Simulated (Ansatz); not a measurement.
# Si63C2 (G centre, form A in Si, 64-site cell): the cost of one run

Computed with Ansatz 0.2.0 (DFT PBE, scalar-relativistic, plane waves, PAW, and further levels as typed in the inputs, unless a step's input says otherwise).

1 further run of the same task is left out (for a known fault of the program).

### 1 The starting structure

Symmetry: Cm, No. 8, monoclinic system. Conventional cell: a = 15.361 Å, b = 15.361 Å, c = 10.862 Å, α = 90.00°, β = 90.00°, γ = 90.00°. Si (site symmetry m) is surrounded by 2 C at 1.81 Å. Around C (site symmetry m) lie 3 Si at 1.81 to 2.00 Å. C (site symmetry m) has 1 Si at 1.81 Å as nearest neighbours. Around Si (site symmetry m) lie 4 Si at 2.09 to 2.35 Å. Si (site symmetry 1) has 1 C at 2.00 Å as nearest neighbours. Si (site symmetry 1) is surrounded by 4 Si at 2.35 Å. Around Si (site symmetry 1) lie 1 C at 2.35 Å and 3 Si at 2.35 Å. Only part of the 41 independent sites is listed.

Structure file:

```
CELL_PARAMETERS angstrom
10.86200 0.00000 0.00000
0.00000 10.86200 0.00000
0.00000 0.00000 10.86200
ATOMIC_POSITIONS crystal
Si 0.11579 0.11579 0.03294
C 0.12500 0.12500 0.19865
C 0.00000 0.00000 0.00000
Si 0.25000 0.25000 0.00000
Si 0.00000 0.25000 0.25000
Si 0.25000 0.00000 0.25000
Si 0.12500 0.37500 0.87500
Si 0.12500 0.87500 0.87500
Si 0.37500 0.12500 0.87500
Si 0.87500 0.12500 0.87500
Si 0.00000 0.25000 0.75000
Si 0.25000 0.00000 0.75000
Si 0.37500 0.37500 0.12500
Si 0.37500 0.87500 0.12500
Si 0.87500 0.37500 0.12500
Si 0.87500 0.87500 0.12500
Si 0.00000 0.50000 0.00000
Si 0.50000 0.00000 0.00000
Si 0.25000 0.75000 0.00000
Si 0.75000 0.25000 0.00000
Si 0.12500 0.12500 0.62500
Si 0.12500 0.37500 0.37500
Si 0.12500 0.87500 0.37500
Si 0.37500 0.12500 0.37500
Si 0.87500 0.12500 0.37500
Si 0.00000 0.75000 0.25000
Si 0.50000 0.25000 0.25000
Si 0.25000 0.50000 0.25000
Si 0.75000 0.00000 0.25000
Si 0.00000 0.75000 0.75000
Si 0.50000 0.25000 0.75000
Si 0.25000 0.50000 0.75000
Si 0.75000 0.00000 0.75000
Si 0.00000 0.00000 0.50000
Si 0.25000 0.25000 0.50000
Si 0.12500 0.62500 0.12500
Si 0.62500 0.12500 0.12500
Si 0.50000 0.50000 0.00000
Si 0.75000 0.75000 0.00000
Si 0.37500 0.37500 0.62500
Si 0.37500 0.87500 0.62500
Si 0.87500 0.37500 0.62500
Si 0.87500 0.87500 0.62500
Si 0.50000 0.75000 0.25000
Si 0.75000 0.50000 0.25000
Si 0.62500 0.37500 0.87500
Si 0.62500 0.87500 0.87500
Si 0.37500 0.62500 0.87500
Si 0.87500 0.62500 0.87500
Si 0.50000 0.75000 0.75000
Si 0.75000 0.50000 0.75000
Si 0.00000 0.50000 0.50000
Si 0.50000 0.00000 0.50000
Si 0.25000 0.75000 0.50000
Si 0.75000 0.25000 0.50000
Si 0.12500 0.62500 0.62500
Si 0.62500 0.12500 0.62500
Si 0.62500 0.37500 0.37500
Si 0.62500 0.87500 0.37500
Si 0.37500 0.62500 0.37500
Si 0.87500 0.62500 0.37500
Si 0.50000 0.50000 0.50000
Si 0.75000 0.75000 0.50000
Si 0.62500 0.62500 0.12500
Si 0.62500 0.62500 0.62500
```

### 2 Relaxing the atoms: Si63C2 defect cell, moments +

Contents of input.yaml:

```yaml
crystal:
  lattice:
    - [10.862, 0.0, 0.0]
    - [0.0, 10.862, 0.0]
    - [0.0, 0.0, 10.862]
  atoms:
    - { symbol: Si, position: [0.11579359, 0.11579359, 0.03293592], spin: 0.5 }
    - { symbol: C, position: [0.125, 0.125, 0.19865126] }
    - { symbol: C, position: [0.0, 0.0, 0.0] }
    - { symbol: Si, position: [0.25, 0.25, 0.0] }
    - { symbol: Si, position: [0.0, 0.25, 0.25] }
    - { symbol: Si, position: [0.25, 0.0, 0.25] }
    - { symbol: Si, position: [0.125, 0.375, 0.875] }
    - { symbol: Si, position: [0.125, 0.875, 0.875] }
    - { symbol: Si, position: [0.375, 0.125, 0.875] }
    - { symbol: Si, position: [0.875, 0.125, 0.875] }
    - { symbol: Si, position: [0.0, 0.25, 0.75] }
    - { symbol: Si, position: [0.25, 0.0, 0.75] }
    - { symbol: Si, position: [0.375, 0.375, 0.125] }
    - { symbol: Si, position: [0.375, 0.875, 0.125] }
    - { symbol: Si, position: [0.875, 0.375, 0.125] }
    - { symbol: Si, position: [0.875, 0.875, 0.125] }
    - { symbol: Si, position: [0.0, 0.5, 0.0] }
    - { symbol: Si, position: [0.5, 0.0, 0.0] }
    - { symbol: Si, position: [0.25, 0.75, 0.0] }
    - { symbol: Si, position: [0.75, 0.25, 0.0] }
    - { symbol: Si, position: [0.125, 0.125, 0.625] }
    - { symbol: Si, position: [0.125, 0.375, 0.375] }
    - { symbol: Si, position: [0.125, 0.875, 0.375] }
    - { symbol: Si, position: [0.375, 0.125, 0.375] }
    - { symbol: Si, position: [0.875, 0.125, 0.375] }
    - { symbol: Si, position: [0.0, 0.75, 0.25] }
    - { symbol: Si, position: [0.5, 0.25, 0.25] }
    - { symbol: Si, position: [0.25, 0.5, 0.25] }
    - { symbol: Si, position: [0.75, 0.0, 0.25] }
    - { symbol: Si, position: [0.0, 0.75, 0.75] }
    - { symbol: Si, position: [0.5, 0.25, 0.75] }
    - { symbol: Si, position: [0.25, 0.5, 0.75] }
    - { symbol: Si, position: [0.75, 0.0, 0.75] }
    - { symbol: Si, position: [0.0, 0.0, 0.5] }
    - { symbol: Si, position: [0.25, 0.25, 0.5] }
    - { symbol: Si, position: [0.125, 0.625, 0.125] }
    - { symbol: Si, position: [0.625, 0.125, 0.125] }
    - { symbol: Si, position: [0.5, 0.5, 0.0] }
    - { symbol: Si, position: [0.75, 0.75, 0.0] }
    - { symbol: Si, position: [0.375, 0.375, 0.625] }
    - { symbol: Si, position: [0.375, 0.875, 0.625] }
    - { symbol: Si, position: [0.875, 0.375, 0.625] }
    - { symbol: Si, position: [0.875, 0.875, 0.625] }
    - { symbol: Si, position: [0.5, 0.75, 0.25] }
    - { symbol: Si, position: [0.75, 0.5, 0.25] }
    - { symbol: Si, position: [0.625, 0.375, 0.875] }
    - { symbol: Si, position: [0.625, 0.875, 0.875] }
    - { symbol: Si, position: [0.375, 0.625, 0.875] }
    - { symbol: Si, position: [0.875, 0.625, 0.875] }
    - { symbol: Si, position: [0.5, 0.75, 0.75] }
    - { symbol: Si, position: [0.75, 0.5, 0.75] }
    - { symbol: Si, position: [0.0, 0.5, 0.5] }
    - { symbol: Si, position: [0.5, 0.0, 0.5] }
    - { symbol: Si, position: [0.25, 0.75, 0.5] }
    - { symbol: Si, position: [0.75, 0.25, 0.5] }
    - { symbol: Si, position: [0.125, 0.625, 0.625] }
    - { symbol: Si, position: [0.625, 0.125, 0.625] }
    - { symbol: Si, position: [0.625, 0.375, 0.375] }
    - { symbol: Si, position: [0.625, 0.875, 0.375] }
    - { symbol: Si, position: [0.375, 0.625, 0.375] }
    - { symbol: Si, position: [0.875, 0.625, 0.375] }
    - { symbol: Si, position: [0.5, 0.5, 0.5] }
    - { symbol: Si, position: [0.75, 0.75, 0.5] }
    - { symbol: Si, position: [0.625, 0.625, 0.125] }
    - { symbol: Si, position: [0.625, 0.625, 0.625] }
magnetization:
  spin_polarized: true
scf:
  occupations: { method: explicit, values: { up: [[1, 0]], down: [[1, 0]] } }
  n_extra_bands: 6
output:
  forces: true
  stress: false
  eigenvalues: true
kpoints:
  mp_grid: { grid: [1, 1, 1] }
hamiltonian:
  xc: pbe
relax:
  f_tol: 0.01
  max_steps: 100
```

Command:

```bash
$ ansatz run input.yaml --threads 8 --pin off --max-ram 24576MiB --backend cpu --events-out ev --progress --plain --runs-dir out
```

**Question.** How long does this run take on 8 threads of Intel Xeon at 2.70GHz, shared host, and how much memory does it need?

About 71 s, with a peak of 1.6 GiB.
